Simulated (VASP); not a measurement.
# BaTiO3 (P4mm) in VASP: equation of state, part 2 of 2

VASP 6.6.1. Earlier steps stand in the parts before.

## 5. Equation of state, PBEsol, 13.11 Å³/atom (volume scaled by 1.02)

Input file INCAR:

```
PREC = Accurate ; ENCUT = 520
EDIFF = 1E-7 ; ISMEAR = -1
SIGMA = 0.05 ; LREAL = False
LASPH = True ; NELM = 100
ALGO = Normal ; ISIF = 2
LWAVE = False ; LCHARG = False
GGA = PS ; NBANDS = 28
KPAR = 2
```

Input file KPOINTS:

```
Automatic mesh
0
Gamma
  7 7 7
```

Input file POSCAR:

```
BaTiO3
1.0
    4.0262895137      0.0000000000      0.0000000000
    0.0000000000      4.0262895137      0.0000000000
    0.0000000000      0.0000000000      4.0446100470
Ba Ti O
1 1 3
Direct
    0.0000000000      0.0000000000      0.0000000000
    0.5000000000      0.5000000000      0.4900000000
    0.0000000000      0.5000000000      0.5170000000
    0.5000000000      0.0000000000      0.5170000000
    0.5000000000      0.5000000000      0.0190000000
```

Potentials or basis: VASP PAW PBE potentials, release 64 (Ba_sv, Ti_sv, O).

Command:

```console
$ cat potpaw_PBE.64/Ba_sv/POTCAR potpaw_PBE.64/Ti_sv/POTCAR potpaw_PBE.64/O/POTCAR > POTCAR
$ mpirun -np 2 vasp_std > vasp.out
```

OUTCAR:

```text
PREC = Accurate
   ENCUT = 520
   EDIFF = 1E-7
   ISMEAR = -1
   LREAL = False
   LASPH = True
   NELM = 100
   ISIF = 2
   GGA = PS

 Found     40 irreducible k-points:

 Following reciprocal coordinates:
            Coordinates               Weight
  0.000000  0.000000  0.000000      1.000000
  0.142857  0.000000  0.000000      4.000000
  0.285714  0.000000  0.000000      4.000000
  0.428571  0.000000  0.000000      4.000000
  0.142857  0.142857  0.000000      4.000000
  0.285714  0.142857  0.000000      8.000000
   k-points           NKPTS =     40   k-points in BZ     NKDIM =     40   number of bands    NBANDS=     28
   number of dos      NEDOS =    301   number of ions     NIONS =      5
   total plane-waves  NPLWV =  27000
   dimension x,y,z NGX =    30 NGY =   30 NGZ =   30
   dimension x,y,z NGXF=    60 NGYF=   60 NGZF=   60
   ions per type =               1   1   3
   NGX,Y,Z   is equivalent  to a cutoff of  12.39, 12.39, 12.33 a.u.
   NGXF,Y,Z  is equivalent  to a cutoff of  24.77, 24.77, 24.66 a.u.
 SYSTEM =  unknown system
   PREC   = accura    normal or accurate (medium, high low for compatibility)
   ISTART =      0    job   : 0-new  1-cont  2-samecut
   ICHARG =      2    charge: 1-file 2-atom 10-const
   ISPIN  =      1    spin polarized calculation?
   LNONCOLLINEAR =      F non collinear calculations
   LSORBIT =      F    spin-orbit coupling
   LASPH  =      T    aspherical Exc in radial PAW
   ENCUT  =  520.0 eV  38.22 Ry    6.18 a.u.   7.49  7.49  7.52*2*pi/ulx,y,z
   NELM   =    100;   NELMIN=  2; NELMDL= -5     # of ELM steps
   EDIFF  = 0.1E-06   stopping-criterion for ELM
   LREAL  =      F    real-space projection
   EDIFFG = 0.1E-05   stopping-criterion for IOM
   NSW    =      0    number of steps for IOM
   IBRION =     -1    ionic relax: 0-MD 1-quasi-New 2-CG
   NFREE  =      0    steps in history (QN), initial steepest desc. (CG)
   ISIF   =      2    stress and relaxation
   ISYM   =      2    0-nonsym 1-usesym 2-fastsym
   POTIM  = 0.5000    time-step for ionic-motion
   TEBEG  =    0.0;   TEEND  =   0.0 temperature during run
   PSTRESS=    0.0 pullay stress
   NELECT =      40.0000    total number of electrons
   NUPDOWN=      -1.0000    fix difference up-down
   EMIN   =  10.00;   EMAX   =-10.00  energy-range for DOS
   EFERMI =   0.00;   METHOD = LEGACY
   ISMEAR =    -1;   SIGMA  =   0.05  broadening in eV -4-tet -1-fermi 0-gaus
   EFERMI_NEDOS =   21; number of points for ismear=-14 and -15
   IALGO  =     38    algorithm
   IMIX   =      4    mixing-type and parameters
     AMIX     =   0.40;   BMIX     =  1.00
     AMIX_MAG =   1.60;   BMIX_MAG =  1.00
  volume/ion in A,a.u.               =      13.11        88.49
  Fermi-wavevector in a.u.,A,eV,Ry     =   1.388458  2.623804 26.229507  1.927814
  Thomas-Fermi vector in A             =   2.512582
   LORBIT       =      0    0 simple, 1 ext, 2 COOP (PROOUT), +10 PAW based schemes
   GGA     = PS    functional components
   LHFCALC =     F    Hartree Fock is set to
   AEXX    =    0.0000 exact exchange contribution
   IVDW    =     0    specifies the selected vdW correction
   LEPSILON=     F    determine dielectric tensor
   LRPA    =     F    only Hartree local field effects (RPA)
 non-spin polarized calculation
  energy-cutoff  :      520.00
  volume of cell :       65.57
 maximum number of plane-waves:      1791
 NGX is ok and might be reduce to    30
   NGX = 15   NGY = 15   NGZ = 15

 number of electron      39.9999979 magnetization

 Free energy of the ion-electron system (eV)
  ---------------------------------------------------
  ext. energy  EPLUGINS =         0.00000000
  ---------------------------------------------------
  free energy    TOTEN  =       -41.96008609 eV

  energy without entropy =      -41.96008609  energy(sigma->0) =      -41.96008609

 E-fermi :   4.4023     XC(G=0): -11.3959

 val. band max:        3.4572574093   @ k =   0.4286   0.4286   0.4286
 cond. band min:       5.2390725896   @ k =   0.0000   0.0000   0.0000
 fundamental gap:      1.7818151803
 Fermi energy:         4.4022604237

 k-point     1 :       0.0000    0.0000    0.0000
  band No.  band energies     occupation
      1     -52.8664      2.00000
      2     -29.2077      2.00000
      3     -29.1790      2.00000
      4     -29.1790      2.00000
      5     -21.2980      2.00000
      6     -13.2465      2.00000
[... 20 lines left out ...]
     27       8.4434      0.00000
     28      10.4402      0.00000

 k-point     2 :       0.1429    0.0000    0.0000
  band No.  band energies     occupation
      1     -52.8662      2.00000
      2     -29.2074      2.00000
      3     -29.1882      2.00000
      4     -29.1787      2.00000
      5     -21.2776      2.00000
      6     -13.2587      2.00000
[... 20 lines left out ...]
     27       8.8211      0.00000
     28      10.9272      0.00000

 k-point     3 :       0.2857    0.0000    0.0000
  band No.  band energies     occupation
      1     -52.8658      2.00000
      2     -29.2090      2.00000
      3     -29.2064      2.00000
      4     -29.1779      2.00000
      5     -21.2312      2.00000
      6     -13.3419      2.00000
[... 20 lines left out ...]
     27       9.7769      0.00000
     28      11.7043      0.00000

 k-point     4 :       0.4286    0.0000    0.0000
  band No.  band energies     occupation
      1     -52.8655      2.00000
      2     -29.2253      2.00000
      3     -29.2059      2.00000
      4     -29.1772      2.00000
      5     -21.1932      2.00000
      6     -13.4414      2.00000
[... 20 lines left out ...]
     27      10.7332      0.00000
     28      11.5965      0.00000

 k-point     5 :       0.1429    0.1429    0.0000
  band No.  band energies     occupation
      1     -52.8660      2.00000
      2     -29.2070      2.00000
      3     -29.1880      2.00000
      4     -29.1876      2.00000
      5     -21.2586      2.00000
      6     -13.2498      2.00000
[... 20 lines left out ...]
     27       9.1585      0.00000
     28      11.2055      0.00000

 k-point     6 :       0.2857    0.1429    0.0000
  band No.  band energies     occupation
      1     -52.8656      2.00000
      2     -29.2085      2.00000
      3     -29.2061      2.00000
      4     -29.1869      2.00000
      5     -21.2150      2.00000
      6     -13.2861      2.00000
[... 20 lines left out ...]
     27      10.1380      0.00000
     28      11.9415      0.00000

 [... further k-points ...]

------------------------ aborting loop because EDIFF is reached ----------------------------------------

  FORCE on cell =-STRESS in cart. coord.  units (eV):
  Direction    XX          YY          ZZ          XY          YZ          ZX
  --------------------------------------------------------------------------------------
  -------------------------------------------------------------------------------------
  Total       -2.2422900     -2.2422900     -1.8854021      0.0000000      0.0000000      0.0000000
  in kB      -54.7918184    -54.7918184    -46.0710284      0.0000000      0.0000000      0.0000000
  external PRESSURE =     -51.8848884 kB  Pullay stress =       0.0000000 kB

 VOLUME and BASIS-vectors are now :
 -----------------------------------------------------------------------------
  energy-cutoff  :      520.00
  volume of cell :       65.57
      direct lattice vectors                 reciprocal lattice vectors
     4.026289514  0.000000000  0.000000000     0.248367634  0.000000000  0.000000000
     0.000000000  4.026289514  0.000000000     0.000000000  0.248367634  0.000000000
     0.000000000  0.000000000  4.044610047     0.000000000  0.000000000  0.247242624

 POSITION                                       TOTAL-FORCE (eV/Angst)
 -----------------------------------------------------------------------------------
      0.00000      0.00000      0.00000        -0.000000     -0.000000      0.037516
      2.01314      2.01314      1.98186        -0.000000     -0.000000     -0.233940
      0.00000      2.01314      2.09106         0.000000     -0.000000     -0.123215
      2.01314      0.00000      2.09106        -0.000000     -0.000000     -0.123215
      2.01314      2.01314      0.07685        -0.000000      0.000000      0.442855
 -----------------------------------------------------------------------------------
    total drift:                                0.000000      0.000000      0.000117

  FREE ENERGIE OF THE ION-ELECTRON SYSTEM (eV)
  ---------------------------------------------------
  free  energy   TOTEN  =       -41.9600860892 eV

  energy  without entropy=      -41.9600860875  energy(sigma->0) =      -41.96008609
```

It took 38 s on 2 MPI ranks of Intel Xeon Platinum 8488C (Sapphire Rapids), shared host; peak memory 0.2 GiB.

What came out:

- Free energy: -41.9601 eV
- Pressure: -5.2 GPa
- Largest force: 0.443 eV/Å
- Band gap on the k mesh: 1.78 eV, indirect (least direct gap 1.99 eV)

Caveat: the PAW data sets were made with another functional, which shifts forces and pressure a little; spin-orbit coupling is left out, which moves the levels of the heavy elements; an odd mesh through Γ misses points on the zone boundary, where band edges often lie.

## 6. Equation of state, PBEsol, 13.37 Å³/atom (volume scaled by 1.04)

INCAR is that of step 5.

KPOINTS is that of step 5.

Changes to POSCAR since step 5:

```diff
@@ -2,5 +2,5 @@
 1.0
-    4.0262895137      0.0000000000      0.0000000000
-    0.0000000000      4.0262895137      0.0000000000
-    0.0000000000      0.0000000000      4.0446100470
+    4.0524349834      0.0000000000      0.0000000000
+    0.0000000000      4.0524349834      0.0000000000
+    0.0000000000      0.0000000000      4.0708744845
 Ba Ti O
```

Potentials or basis: VASP PAW PBE potentials, release 64 (Ba_sv, Ti_sv, O).

Command:

```console
$ cat potpaw_PBE.64/Ba_sv/POTCAR potpaw_PBE.64/Ti_sv/POTCAR potpaw_PBE.64/O/POTCAR > POTCAR
$ mpirun -np 2 vasp_std > vasp.out
```

Run time: 37 s. Hardware: 2 MPI ranks of Intel Xeon Platinum 8488C (Sapphire Rapids), shared host; peak memory 0.21 GiB.

Results (log left out):

* Free energy: -41.9082 eV
* Pressure: -8.0 GPa
* Largest force: 0.555 eV/Å
* Band gap on the k mesh: 1.74 eV, indirect (least direct gap 1.97 eV)

Caveat: the PAW data sets were made with another functional, which shifts forces and pressure a little; spin-orbit coupling is left out, which moves the levels of the heavy elements; an odd mesh through Γ misses points on the zone boundary, where band edges often lie.

## 7. Equation of state, PBEsol, 13.63 Å³/atom (volume scaled by 1.06)

INCAR is that of step 6.

KPOINTS is that of step 6.

Changes to POSCAR since step 6:

```diff
@@ -2,5 +2,5 @@
 1.0
-    4.0524349834      0.0000000000      0.0000000000
-    0.0000000000      4.0524349834      0.0000000000
-    0.0000000000      0.0000000000      4.0708744845
+    4.0782473671      0.0000000000      0.0000000000
+    0.0000000000      4.0782473671      0.0000000000
+    0.0000000000      0.0000000000      4.0968043205
 Ba Ti O
```

Command:

```console
$ cat potpaw_PBE.64/Ba_sv/POTCAR potpaw_PBE.64/Ti_sv/POTCAR potpaw_PBE.64/O/POTCAR > POTCAR
$ mpirun -np 2 vasp_std > vasp.out
```

It took 34 s on 2 MPI ranks of Intel Xeon Platinum 8488C (Sapphire Rapids), shared host; peak memory 0.21 GiB.

The run converged. Its results:

```yaml
Free_energy: -41.8348 eV
Pressure: -10.6 GPa
Largest_force: 0.660 eV/Å
Band_gap_on_the_k_mesh: 1.70 eV, indirect (least direct gap 1.94 eV)
```

Caveat: the PAW data sets were made with another functional, which shifts forces and pressure a little; spin-orbit coupling is left out, which moves the levels of the heavy elements; an odd mesh through Γ misses points on the zone boundary, where band edges often lie.

## 8. Equation of state, PBEsol

Potentials or basis: VASP PAW PBE potentials, release 64 (Ba_sv, Ti_sv, O).

No new run: the results of the series are fitted here.

Results:

```yaml
Equilibrium_volume: 12.72 Å³/atom
Bulk_modulus_at_fixed_shape_and_positions: 176 GPa
Pressure_derivative_of_the_bulk_modulus: 4.5
```

Energy against volume, from the lowest point:
| volume (Å³/atom) | energy (meV/atom) |
| --- | --- |
| 12.085 | 18.49 |
| 12.342 | 5.87 |
| 12.599 | 0.00 |
| 12.856 | 0.15 |
| 13.113 | 5.70 |
| 13.371 | 16.08 |
| 13.628 | 30.76 |

Caveat: the cell was scaled at fixed shape and fractional positions, which overstates the stiffness of a crystal with free parameters, most of all of layers and chains; the PAW data sets were made with another functional, which shifts forces and pressure a little.
